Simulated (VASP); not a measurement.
V (a cell with a defect): single point with PBE

The system is V (a cell with a defect).

```
V
1.0
     6.04000    0.00000    0.00000
     0.00000    6.04000    0.00000
     0.00000    0.00000    6.04000
V
17
Direct
  0.99631 0.05171 0.96563
  0.46301 0.95535 0.03722
  0.06710 0.56541 0.99305
  0.99338 0.05154 0.46725
  0.27353 0.27013 0.21116
  0.52796 0.52055 0.99399
  0.45849 0.94896 0.40647
  0.76821 0.26853 0.23611
  0.99546 0.48445 0.51540
  0.21695 0.72025 0.25512
  0.25285 0.28917 0.71013
  0.54320 0.50662 0.47497
  0.78356 0.76363 0.22641
  0.53364 0.10909 0.72689
  0.29459 0.79634 0.72502
  0.75894 0.75959 0.74225
  0.82727 0.31606 0.81460
```

The cell was built by a generator and needn't be a form met in nature.

```json
{
  "Program": "VASP 6.6.1",
  "Task": "single point",
  "Functional": "PBE",
  "Potentials or basis": "VASP PAW PBE potentials, release 64 (V_sv)",
  "Cutoff": "520 eV",
  "k mesh": "2 × 2 × 2",
  "Occupations": "fermi-dirac, width 0.15 eV",
  "Spin": "no spin polarisation",
  "Dipole correction": "no",
  "Further INCAR settings": "LREAL = Auto; ALGO = Fast; EDIFF = 1e-06; NBANDS = 124"
}
```

```
Pressure               : 17.7 GPa
Largest force          : 3.881 eV/Å
Band gap on the k mesh : none (metal or under the smearing width)
```

Forces on the atoms (eV/Å):
```
V    0.933 -2.575  1.293
V    0.695  0.654  0.544
V   -1.727 -1.268 -1.074
V   -0.255 -1.421  0.326
V   -0.869  0.491  0.918
V   -0.303 -0.474 -0.366
V    0.938  0.902  0.161
V   -0.639 -0.473  0.021
V    0.973  1.946 -1.249
V    0.403  0.768  1.024
V   -1.422  1.056  0.291
V   -0.685 -0.198  0.641
V    0.208 -0.264  0.717
V    3.710  0.392 -1.071
V   -2.197 -1.823 -0.393
V    0.306  0.518 -0.489
V   -0.068  1.769 -1.292
```

Stress tensor (GPa, compression positive):
```
18.45 -0.70  1.99
-0.70 16.30  0.06
 1.99  0.06 18.32
```

Levels at points of the mesh, in eV from the Fermi level:
```
           k point  band 107  band 108  band 109  band 110  band 111  band 112  band 113  band 114
(0.00, 0.00, 0.00)     -0.13      0.00      0.09      0.18      0.27      0.35      0.43      0.50
(0.50, 0.00, 0.00)     -0.20     -0.16     -0.11     -0.02      0.05      0.18      0.27      0.32
(0.00, 0.50, 0.00)     -0.25     -0.19     -0.15     -0.09      0.07      0.12      0.23      0.26
(0.00, 0.00, 0.50)     -0.39     -0.18     -0.14     -0.07      0.06      0.12      0.25      0.36
(0.50, 0.50, 0.00)     -0.45     -0.31     -0.26     -0.13     -0.02      0.10      0.21      0.28
(0.00, 0.50, 0.50)     -0.39     -0.32     -0.30     -0.22     -0.08      0.07      0.13      0.21
(0.50, 0.00, 0.50)     -0.44     -0.35     -0.22     -0.19     -0.13     -0.08      0.07      0.19
(0.50, 0.50, 0.50)     -0.72     -0.61     -0.58     -0.48     -0.35     -0.25     -0.10      0.10
```

It took 22 min on 1 thread of Intel(R) Xeon(R) Platinum 8175M CPU @ 2.50GHz (Skylake/Cascade Lake) (shared host), peak memory 0.4 GiB.

Caveat: the k mesh is coarse (spacing up to 0.52 Å⁻¹), so the values aren't converged; so large a pressure means that the cell lies far from this level's equilibrium, or that cutoff or potentials fall short.
